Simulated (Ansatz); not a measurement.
A calculation with Ansatz 0.2.0 of Mg (ASE script, structure from a CIF):

run.py

```python
import json

import ase.io
import numpy as np
import spglib

import ansatz as az

atoms = ase.io.read("Mg.cif")
cell, frac, numbers = spglib.find_primitive((atoms.cell[:], atoms.get_scaled_positions(), atoms.numbers), symprec=1e-5)
atoms = ase.Atoms(numbers, cell=cell, scaled_positions=frac, pbc=True)

calculation = (
    az.Crystal.from_ase(atoms)
    .calculation()
    .kpoints(11, 11, 11)
    .functional("lda")
    .pseudopotentials(kind="paw", accuracy="standard", xc_functional="lda")
    .occupations(method="fermi_dirac", width=0.05)
    .xc_energy_on_converged_density(("pbe", "pbesol", "rpbe", "revpbe", "blyp", "r2scan"))
    .forces()
    .stress()
    .band_table(publish=True)
)
outcome = calculation.run(threads=2, events_out="events.jsonl")

report = outcome.report
for line in open("events.jsonl"):
    event = json.loads(line)
    if event["event"] == "scf_iter":
        d = event["data"]
        print(f"SCF {d['iter']:3d}  HF = {d['harris_foulkes_ev']:.6f} eV  dr2 = {d['dr2_ev']:.2e} eV")
    elif event["event"] in ("relax_step", "md_step"):
        d = event["data"]
        print(f"{event['event']} {d['step']:3d}  E = {d['lagrangian_ev']:.6f} eV")
np.set_printoptions(precision=5, suppress=True, linewidth=110)
print("converged:", report["converged"], "after", report["n_iterations"], "iterations")
print(f"free energy {report['free_energy_ev']:.6f} eV, Fermi level {report['fermi_energy_ev']:.4f} eV")
for key in ("band_edges_ev", "magnetization_mub", "site_moments_mub", "site_moments_nc_mub", "forces_ev_ang",
                "stress_gpa"):
    if report.get(key) is not None:
        print(key, np.array(report[key]), sep="\n")
```

Mg.cif

```cif
data_Mg
_cell_length_a 3.67198326
_cell_length_b 3.67198326
_cell_length_c 3.35880804
_cell_angle_alpha 90.00000000
_cell_angle_beta 90.00000000
_cell_angle_gamma 90.00000000
_space_group_name_H-M_alt 'I4/mmm'
_space_group_name_Hall '-I 4 2'
_space_group_IT_number 139
loop_
_space_group_symop_operation_xyz
'x,y,z'
'-x,-y,-z'
'-y,x,z'
'y,-x,-z'
'-x,-y,z'
'x,y,-z'
'y,-x,z'
'-y,x,-z'
'x,-y,-z'
'-x,y,z'
'-y,-x,-z'
'y,x,z'
'-x,y,-z'
'x,-y,z'
'y,x,-z'
'-y,-x,z'
'x+1/2,y+1/2,z+1/2'
'-x+1/2,-y+1/2,-z+1/2'
'-y+1/2,x+1/2,z+1/2'
'y+1/2,-x+1/2,-z+1/2'
'-x+1/2,-y+1/2,z+1/2'
'x+1/2,y+1/2,-z+1/2'
'y+1/2,-x+1/2,z+1/2'
'-y+1/2,x+1/2,-z+1/2'
'x+1/2,-y+1/2,-z+1/2'
'-x+1/2,y+1/2,z+1/2'
'-y+1/2,-x+1/2,-z+1/2'
'y+1/2,x+1/2,z+1/2'
'-x+1/2,y+1/2,-z+1/2'
'x+1/2,-y+1/2,z+1/2'
'y+1/2,x+1/2,-z+1/2'
'-y+1/2,-x+1/2,z+1/2'
loop_
_atom_site_label
_atom_site_type_symbol
_atom_site_symmetry_multiplicity
_atom_site_Wyckoff_symbol
_atom_site_fract_x
_atom_site_fract_y
_atom_site_fract_z
_atom_site_occupancy
Mg1 Mg 2 a 0.0000000000 0.0000000000 0.0000000000 1
```

Potentials or basis: JTH PAW LDA.

Run with:

```bash
$ python run.py
```

This isn't the form of Mg at room conditions, which is hcp.

**Question.** Write the same calculation in another form: native input, structure typed inline.

**Answer.** As run:

The input input.yaml:

```yaml
crystal:
  lattice:
    - [-1.83599163, 1.83599163, 1.67940402]
    - [1.83599163, -1.83599163, 1.67940402]
    - [1.83599163, 1.83599163, -1.67940402]
  atoms:
    - { symbol: Mg, position: [0.0, 0.0, 0.0] }
hamiltonian:
  xc: lda
  pseudopotentials: { kind: paw, xc_functional: lda, accuracy: standard }
kpoints:
  mp_grid: { grid: [11, 11, 11] }
scf:
  occupations: { method: fermi_dirac, width: 0.05 }
output:
  forces: true
  stress: true
  eigenvalues: true
  xc_energy_on_converged_density: [pbe, pbesol, rpbe, revpbe, blyp, r2scan]
```

Potentials or basis: JTH PAW LDA.

Launch:

```bash
$ ansatz run input.yaml --threads 2 --pin off --max-ram 5120MiB --backend cpu --events-out ev --progress --plain --runs-dir out
```

Both were run:

|  | ASE script, structure from a CIF | native input, structure typed inline |
| --- | --- | --- |
| Pressure | -1.5 GPa | -1.5 GPa |
| Band gap on the k mesh | none (metal or under the smearing width) | none (metal or under the smearing width) |

Keys that steer only the numerical path or the files written may differ.
